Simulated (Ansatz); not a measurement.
**Sr: a sweep of LAPW's basis error target**

One table from this session's results is given with a row withheld; the runs are named, their logs left out.

Method: DFT, PBE, all-electron LAPW, scalar-relativistic, in Ansatz 0.2.0.

**Starting point**

Symmetry: P6_3/mmc, No. 194, hexagonal system. Conventional cell: a = 4.310 Å, b = 4.310 Å, c = 7.050 Å, α = 90.00°, β = 90.00°, γ = 120.00°. Around Sr (site symmetry -6m2) lie 12 Sr at 4.31 Å.

Structure file:

```cif
data_structure
_symmetry_space_group_name_H-M 'P6_3/mmc'
_symmetry_Int_Tables_number 194
_cell_length_a 4.3100
_cell_length_b 4.3100
_cell_length_c 7.0500
_cell_angle_alpha 90.000
_cell_angle_beta 90.000
_cell_angle_gamma 120.000
_cell_volume 113.42
loop_
_atom_site_label
_atom_site_type_symbol
_atom_site_symmetry_multiplicity
_atom_site_Wyckoff_symbol
_atom_site_fract_x
_atom_site_fract_y
_atom_site_fract_z
_atom_site_occupancy
Sr1 Sr 2 c 0.33333 0.66667 0.25000 1
```

The file gives the conventional cell by its symmetry; the runs use the cell typed in the input.

The cell comes from a crystallographic database entry that wasn't checked; take it as a given geometry, which may be far from equilibrium.

Atoms are numbered in the order of the input: Sr1, Sr2.

Set-up of the first run:

File input.yaml:

```yaml
crystal:
  lattice:
    - [4.3100002207, 0.0, 0.0]
    - [-2.1550001104, 3.7325696814, 0.0]
    - [0.0, 0.0, 7.05]
  atoms:
    - { symbol: Sr, position: [0.3333333333, 0.6666666667, 0.25] }
    - { symbol: Sr, position: [0.6666666667, 0.3333333333, 0.75] }
kpoints:
  mp_grid: { grid: [9, 9, 5] }
scf:
  occupations: { method: fermi_dirac, width: 0.03 }
hamiltonian:
  xc: pbe
  pseudopotentials: { kind: all_electron, lapw: { basis_error: 0.03 } }
output:
  forces: true
  stress: true
  eigenvalues: true
```

Among the steps run: With basis error target 0.03 eV/atom; With basis error target 0.01 eV/atom; With basis error target 0.003 eV/atom; With basis error target 0.0001 eV/atom.

One of the session's tables, all rows but one given; the rest of the session is left out.

```
basis error target (eV/atom)  pressure (GPa)
                        0.03           -0.19
                        0.01               ?
                       0.003           -0.25
                      0.0001           -0.25
```

**Question.** Estimate the row for basis error target (eV/atom) = 0.01.

Worked estimate for «pressure (GPa)». A straight line through the neighbours (0.03, -0.19) and (0.003, -0.25) gives -0.19 + (-0.25 + 0.19) × (0.01 − 0.03) / (0.003 − 0.03) = -0.23; a parabola fitted to 3 rows on both sides gives -0.24.

The run gave: pressure (GPa): -0.23. In «pressure (GPa)» the line misses by 0.00 and the parabola by -0.01.

Energies are those extrapolated to zero smearing.
